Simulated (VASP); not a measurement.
# Ga (Im-3m) in VASP: band structure with PBE

Aim: the band structure of Ga with PBE.

Program: VASP 6.6.1. These are calculated values, not measurements. Logs are shortened: lines on timing, memory, paths and dates and some standing lists are left out, and cuts for length are marked.

## Step 1: The structure

The structure is cubic, space group Im-3m (No. 229). Conventional cell: a = 3.376 Å, b = 3.376 Å, c = 3.376 Å, α = 90.00°, β = 90.00°, γ = 90.00°. Ga (site symmetry m-3m) is surrounded by 8 Ga at 2.92 Å.

The cell was built by a generator and needn't be a form met in nature.

## Step 2: Band structure, PBE

INCAR

```
ALGO     = Normal         # electronic algorithm
EDIFF    = 1E-6           # SCF threshold, eV
ENCUT    = 520            # plane-wave cutoff, eV
GGA      = PE             # functional
ICORELEVEL= 1            
ISIF     = 2              # what is computed and relaxed
ISMEAR   = 1              # smearing method
LASPH    = True           # aspherical terms in the spheres
LCHARG   = False          # write CHGCAR
LREAL    = False          # projectors in reciprocal space
LWAVE    = False          # write WAVECAR
NBANDS   = 12             # bands
NELM     = 80             # most SCF steps
PREC     = Accurate       # precision mode
SIGMA    = 0.1            # smearing width, eV
```

KPOINTS

```
k-points
0
Gamma
  16 16 16
```

POSCAR

```
Ga                                      
1.0
   -1.6880889944      1.6880889944      1.6880889944
    1.6880889944     -1.6880889944      1.6880889944
    1.6880889944      1.6880889944     -1.6880889944
  Ga            
     1
Direct
     0.0000000000000000    0.0000000000000000    0.0000000000000000
```

KPOINTS_OPT

```
explicit points
64
Reciprocal
 0.0000000000  0.0000000000  0.0000000000 1
 0.0555555556 -0.0555555556  0.0555555556 1
 0.1111111111 -0.1111111111  0.1111111111 1
 0.1666666667 -0.1666666667  0.1666666667 1
 0.2222222222 -0.2222222222  0.2222222222 1
 0.2777777778 -0.2777777778  0.2777777778 1
 0.3333333333 -0.3333333333  0.3333333333 1
 0.3888888889 -0.3888888889  0.3888888889 1
 0.4444444444 -0.4444444444  0.4444444444 1
 0.5000000000 -0.5000000000  0.5000000000 1
 0.5000000000 -0.5000000000  0.5000000000 1
 0.4444444444 -0.4444444444  0.5000000000 1
 0.3888888889 -0.3888888889  0.5000000000 1
 0.3333333333 -0.3333333333  0.5000000000 1
 0.2777777778 -0.2777777778  0.5000000000 1
 0.2222222222 -0.2222222222  0.5000000000 1
 0.1666666667 -0.1666666667  0.5000000000 1
 0.1111111111 -0.1111111111  0.5000000000 1
 0.0555555556 -0.0555555556  0.5000000000 1
 0.0000000000  0.0000000000  0.5000000000 1
 0.0000000000  0.0000000000  0.5000000000 1
 0.0000000000  0.0000000000  0.4444444444 1
 0.0000000000  0.0000000000  0.3888888889 1
 0.0000000000  0.0000000000  0.3333333333 1
 0.0000000000  0.0000000000  0.2777777778 1
 0.0000000000  0.0000000000  0.2222222222 1
 0.0000000000  0.0000000000  0.1666666667 1
 0.0000000000  0.0000000000  0.1111111111 1
 0.0000000000  0.0000000000  0.0555555556 1
 0.0000000000  0.0000000000  0.0000000000 1
 0.0000000000  0.0000000000  0.0000000000 1
 0.0277777778  0.0277777778  0.0277777778 1
 0.0555555556  0.0555555556  0.0555555556 1
 0.0833333333  0.0833333333  0.0833333333 1
 0.1111111111  0.1111111111  0.1111111111 1
 0.1388888889  0.1388888889  0.1388888889 1
 0.1666666667  0.1666666667  0.1666666667 1
 0.1944444444  0.1944444444  0.1944444444 1
 0.2222222222  0.2222222222  0.2222222222 1
 0.2500000000  0.2500000000  0.2500000000 1
 0.2500000000  0.2500000000  0.2500000000 1
 0.2777777778  0.1666666667  0.2777777778 1
 0.3055555556  0.0833333333  0.3055555556 1
 0.3333333333  0.0000000000  0.3333333333 1
 0.3611111111 -0.0833333333  0.3611111111 1
 0.3888888889 -0.1666666667  0.3888888889 1
 0.4166666667 -0.2500000000  0.4166666667 1
 0.4444444444 -0.3333333333  0.4444444444 1
 0.4722222222 -0.4166666667  0.4722222222 1
 0.5000000000 -0.5000000000  0.5000000000 1
 0.2500000000  0.2500000000  0.2500000000 1
 0.2222222222  0.2222222222  0.2777777778 1
 0.1944444444  0.1944444444  0.3055555556 1
 0.1666666667  0.1666666667  0.3333333333 1
 0.1388888889  0.1388888889  0.3611111111 1
 0.1111111111  0.1111111111  0.3888888889 1
 0.0833333333  0.0833333333  0.4166666667 1
 0.0555555556  0.0555555556  0.4444444444 1
 0.0277777778  0.0277777778  0.4722222222 1
 0.0000000000  0.0000000000  0.5000000000 1
 0.0000000000  0.0000000000  0.0000000000 1
 0.5000000000 -0.5000000000  0.5000000000 1
 0.2500000000  0.2500000000  0.2500000000 1
 0.0000000000  0.0000000000  0.5000000000 1
```

Potentials or basis: VASP PAW PBE potentials, release 64 (Ga_d).

Run with:

```bash
$ cat potpaw_PBE.64/Ga_d/POTCAR > POTCAR
$ mpirun -np 1 vasp_std > vasp.out
```

OUTCAR:

```text
EDIFF = 1E-6
   ENCUT = 520
   GGA = PE
   ISIF = 2
   ISMEAR = 1
   LASPH = True
   LREAL = False
   NELM = 80
   PREC = Accurate

 ion  position               nearest neighbor table
   1  0.000  0.000  0.000-

  LATTYP: Found a body centered cubic cell.
 ALAT       =     3.3761779888

  Lattice vectors:

 A1 = (  -1.6880889944,   1.6880889944,   1.6880889944)
 A2 = (   1.6880889944,  -1.6880889944,   1.6880889944)
 A3 = (   1.6880889944,   1.6880889944,  -1.6880889944)

Analysis of symmetry for initial positions (statically):
=====================================================================
 Subroutine PRICEL returns:
 Original cell was already a primitive cell.

 Routine SETGRP: Setting up the symmetry group for a
 body centered cubic supercell.

 Subroutine GETGRP returns: Found 48 space group operations
 (whereof 48 operations were pure point group operations)
 out of a pool of 48 trial point group operations.

The static configuration has the point symmetry O_h .

Analysis of symmetry for dynamics (positions and initial velocities):
=====================================================================
 Subroutine PRICEL returns:
 Original cell was already a primitive cell.

 Routine SETGRP: Setting up the symmetry group for a
 body centered cubic supercell.

 Subroutine GETGRP returns: Found 48 space group operations
 (whereof 48 operations were pure point group operations)
 out of a pool of 48 trial point group operations.

The dynamic configuration has the point symmetry O_h .

 Subroutine INISYM returns: Found 48 space group operations
 (whereof 48 operations are pure point group operations),
 and found     1 'primitive' translations

----------------------------------------------------------------------------------------

                                     Primitive cell

  volume of cell :      19.2418

  direct lattice vectors                    reciprocal lattice vectors
    -1.688088994  1.688088994  1.688088994     0.000000000  0.296192915  0.296192915
     1.688088994 -1.688088994  1.688088994     0.296192915  0.000000000  0.296192915
     1.688088994  1.688088994 -1.688088994     0.296192915  0.296192915  0.000000000

  length of vectors
     2.923855906  2.923855906  2.923855906     0.418880037  0.418880037  0.418880037

  position of ions in fractional coordinates (direct lattice)
     0.000000000  0.000000000  0.000000000

  ion indices of the primitive-cell ions
   primitive index   ion index
                 1           1

----------------------------------------------------------------------------------------

 KPOINTS: k-points

Automatic generation of k-mesh.
 Grid dimensions read from file:
 generate k-points for:   16   16   16

 Generating k-lattice:

  Cartesian coordinates                     Fractional coordinates (reciprocal lattice)
     0.000000000  0.018512057  0.018512057     0.062500000  0.000000000  0.000000000
     0.018512057  0.000000000  0.018512057     0.000000000  0.062500000  0.000000000
     0.018512057  0.018512057  0.000000000     0.000000000  0.000000000  0.062500000

  Length of vectors
     0.026180002  0.026180002  0.026180002

  Shift w.r.t. Gamma in fractional coordinates (k-lattice)
     0.000000000  0.000000000  0.000000000

 Subroutine IBZKPT returns following result:
 ===========================================

 Found    145 irreducible k-points:

 Following reciprocal coordinates:
            Coordinates               Weight
  0.000000  0.000000  0.000000      1.000000
  0.062500  0.000000  0.000000     12.000000
  0.125000  0.000000  0.000000     12.000000
  0.187500  0.000000  0.000000     12.000000
  0.250000  0.000000  0.000000     12.000000
  0.312500  0.000000  0.000000     12.000000
[... 16 lines left out ...]
  0.187500  0.187500  0.000000     24.000000
  0.250000  0.187500 -0.000000     48.000000
 [... further k-points ...]
   k-points           NKPTS =    145   k-points in BZ     NKDIM =    145   number of bands    NBANDS=     12
   number of dos      NEDOS =    301   number of ions     NIONS =      1
   total plane-waves  NPLWV =  13824
   dimension x,y,z NGX =    24 NGY =   24 NGZ =   24
   dimension x,y,z NGXF=    48 NGYF=   48 NGZF=   48
   ions per type =               1
   NGX,Y,Z   is equivalent  to a cutoff of  13.65, 13.65, 13.65 a.u.
   NGXF,Y,Z  is equivalent  to a cutoff of  27.29, 27.29, 27.29 a.u.
 SYSTEM =  unknown system
   PREC   = accura    normal or accurate (medium, high low for compatibility)
   ISTART =      0    job   : 0-new  1-cont  2-samecut
   ICHARG =      2    charge: 1-file 2-atom 10-const
   ISPIN  =      1    spin polarized calculation?
   LNONCOLLINEAR =      F non collinear calculations
   LSORBIT =      F    spin-orbit coupling
   LASPH  =      T    aspherical Exc in radial PAW
   ENCUT  =  520.0 eV  38.22 Ry    6.18 a.u.   5.44  5.44  5.44*2*pi/ulx,y,z
   NELM   =     80;   NELMIN=  2; NELMDL= -5     # of ELM steps
   EDIFF  = 0.1E-05   stopping-criterion for ELM
   LREAL  =      F    real-space projection
   EDIFFG = 0.1E-04   stopping-criterion for IOM
   NSW    =      0    number of steps for IOM
   IBRION =     -1    ionic relax: 0-MD 1-quasi-New 2-CG
   NFREE  =      0    steps in history (QN), initial steepest desc. (CG)
   ISIF   =      2    stress and relaxation
   ISYM   =      2    0-nonsym 1-usesym 2-fastsym
   POTIM  = 0.5000    time-step for ionic-motion
   TEBEG  =    0.0;   TEEND  =   0.0 temperature during run
   PSTRESS=    0.0 pullay stress
   NELECT =      13.0000    total number of electrons
   NUPDOWN=      -1.0000    fix difference up-down
   EMIN   =  10.00;   EMAX   =-10.00  energy-range for DOS
   EFERMI =   0.00;   METHOD = LEGACY
   ISMEAR =     1;   SIGMA  =   0.10  broadening in eV -4-tet -1-fermi 0-gaus
   EFERMI_NEDOS =   21; number of points for ismear=-14 and -15
   IALGO  =     38    algorithm
   IMIX   =      4    mixing-type and parameters
     AMIX     =   0.40;   BMIX     =  1.00
     AMIX_MAG =   1.60;   BMIX_MAG =  1.00
  volume/ion in A,a.u.               =      19.24       129.85
  Fermi-wavevector in a.u.,A,eV,Ry     =   1.436505  2.714602 28.076274  2.063548
  Thomas-Fermi vector in A             =   2.555686
   LORBIT       =      0    0 simple, 1 ext, 2 COOP (PROOUT), +10 PAW based schemes
   GGA     = PE    functional components
   LHFCALC =     F    Hartree Fock is set to
   AEXX    =    0.0000 exact exchange contribution
   IVDW    =     0    specifies the selected vdW correction
   LEPSILON=     F    determine dielectric tensor
   LRPA    =     F    only Hartree local field effects (RPA)
 non-spin polarized calculation
 Methfessel and Paxton  Order N= 1 SIGMA  =   0.10
  energy-cutoff  :      520.00
  volume of cell :       19.24
 maximum number of plane-waves:       537
 NGX is ok and might be reduce to    24
   NGX = 11   NGY = 11   NGZ = 11

 number of electron      12.9999990 magnetization

 Free energy of the ion-electron system (eV)
  ---------------------------------------------------
  ext. energy  EPLUGINS =         0.00000000
  ---------------------------------------------------
  free energy    TOTEN  =        -2.86639748 eV

  energy without entropy =       -2.86575165  energy(sigma->0) =       -2.86618221

 the core state eigenenergies are
   1-  1s -10219.0392  2s  -1252.4117  2p  -1088.8819  3s   -138.3685  3p    -89.1002

 E-fermi :   5.3897     XC(G=0): -10.9232

 val. band max:        5.3871793877   @ k =   0.2500   0.2500   0.2500
 cond. band min:       5.3917055349   @ k =  -0.4375   0.5000   0.3125
 fundamental gap:      0.0045261472
 Fermi energy:         5.3896703783

 k-point     1 :       0.0000    0.0000    0.0000
  band No.  band energies     occupation
      1      -9.5342      2.00000
      2      -9.5342      2.00000
      3      -9.5342      2.00000
      4      -9.3558      2.00000
      5      -9.3558      2.00000
      6      -5.5126      2.00000
      7      17.7102      0.00000
      8      17.7102      0.00000
      9      17.7102      0.00000
     10      22.3551      0.00000
     11      22.3551      0.00000
     12      22.3551      0.00000

 k-point     2 :       0.0625    0.0000    0.0000
  band No.  band energies     occupation
      1      -9.5373      2.00000
      2      -9.5319      2.00000
      3      -9.5236      2.00000
      4      -9.3589      2.00000
      5      -9.3558      2.00000
      6      -5.4080      2.00000
      7      16.7370      0.00000
      8      17.2046      0.00000
      9      17.5417      0.00000
     10      21.0565      0.00000
     11      21.2008      0.00000
     12      22.3799      0.00000
[... 241 lines left out ...]
 k-point    19 :       0.2500    0.1250    0.0000
  band No.  band energies     occupation
      1      -9.5797      2.00000
      2      -9.5345      2.00000
      3      -9.3849      2.00000
      4      -9.3658      2.00000
      5      -9.3356      2.00000
      6      -2.5427      2.00000
      7       7.5341      0.00000
      8      10.9093      0.00000
      9      13.9856      0.00000
     10      18.5518      0.00000
     11      20.5897      0.00000
     12      22.4981      0.00000

 k-point    20 :       0.3125    0.1250   -0.0000
  band No.  band energies     occupation
      1      -9.5910      2.00000
      2      -9.5462      2.00000

------------------------ aborting loop because EDIFF is reached ----------------------------------------

  FORCE on cell =-STRESS in cart. coord.  units (eV):
  Direction    XX          YY          ZZ          XY          YZ          ZX
  --------------------------------------------------------------------------------------
  -------------------------------------------------------------------------------------
  Total        0.0074101      0.0074101      0.0074101      0.0000000     -0.0000000      0.0000000
  in kB        0.6170018      0.6170018      0.6170018      0.0000000     -0.0000000      0.0000000
  external PRESSURE =       0.6170018 kB  Pullay stress =       0.0000000 kB

 VOLUME and BASIS-vectors are now :
 -----------------------------------------------------------------------------
  energy-cutoff  :      520.00
  volume of cell :       19.24
      direct lattice vectors                 reciprocal lattice vectors
    -1.688088994  1.688088994  1.688088994     0.000000000  0.296192915  0.296192915
     1.688088994 -1.688088994  1.688088994     0.296192915  0.000000000  0.296192915
     1.688088994  1.688088994 -1.688088994     0.296192915  0.296192915  0.000000000

 POSITION                                       TOTAL-FORCE (eV/Angst)
 -----------------------------------------------------------------------------------
      0.00000      0.00000      0.00000         0.000000     -0.000000     -0.000000
 -----------------------------------------------------------------------------------
    total drift:                               -0.000000      0.000000      0.000000

  FREE ENERGIE OF THE ION-ELECTRON SYSTEM (eV)
  ---------------------------------------------------
  free  energy   TOTEN  =        -2.8663974836 eV

  energy  without entropy=       -2.8657516510  energy(sigma->0) =       -2.86618221
```

Wall time 18 s (1 thread of Intel Xeon Platinum 8488C (Sapphire Rapids), shared host); peak memory 0.18 GiB.

Results:

* Free energy: -2.8664 eV
* Pressure: 0.1 GPa
* Band gap along the path: none (metal or under the smearing width)

Levels at the corners of the path, in eV from the Fermi level:
```tsv
point	band 2	band 3	band 4	band 5	band 6	band 7	band 8	band 9	band 10	band 11
Γ	-14.92	-14.92	-14.75	-14.75	-10.90	12.32	12.32	12.32	16.97	16.97
H	-15.02	-14.66	-14.66	-14.66	1.28	1.60	1.60	1.60	5.73	5.73
H	-15.02	-14.66	-14.66	-14.66	1.28	1.60	1.60	1.60	5.73	5.73
N	-14.98	-14.75	-14.74	-14.63	-4.49	-3.65	6.90	8.92	11.33	11.58
N	-14.98	-14.75	-14.74	-14.63	-4.49	-3.65	6.90	8.92	11.33	11.58
Γ	-14.92	-14.92	-14.75	-14.75	-10.90	12.32	12.32	12.32	16.97	16.97
Γ	-14.92	-14.92	-14.75	-14.75	-10.90	12.32	12.32	12.32	16.97	16.97
P	-14.88	-14.88	-14.74	-14.74	-2.37	0.00	0.00	0.00	23.96	23.96
P	-14.88	-14.88	-14.74	-14.74	-2.37	0.00	0.00	0.00	23.96	23.96
H	-15.02	-14.66	-14.66	-14.66	1.28	1.60	1.60	1.60	5.73	5.73
P	-14.88	-14.88	-14.74	-14.74	-2.37	0.00	0.00	0.00	23.96	23.96
N	-14.98	-14.75	-14.74	-14.63	-4.49	-3.65	6.90	8.92	11.33	11.58
```

Core levels (eV, on the scale of the bands):
| atom | levels |
| --- | --- |
| 1 Ga | 1s -10219.0, 2s -1252.4, 2p -1088.9, 3s -138.4, 3p -89.1 |
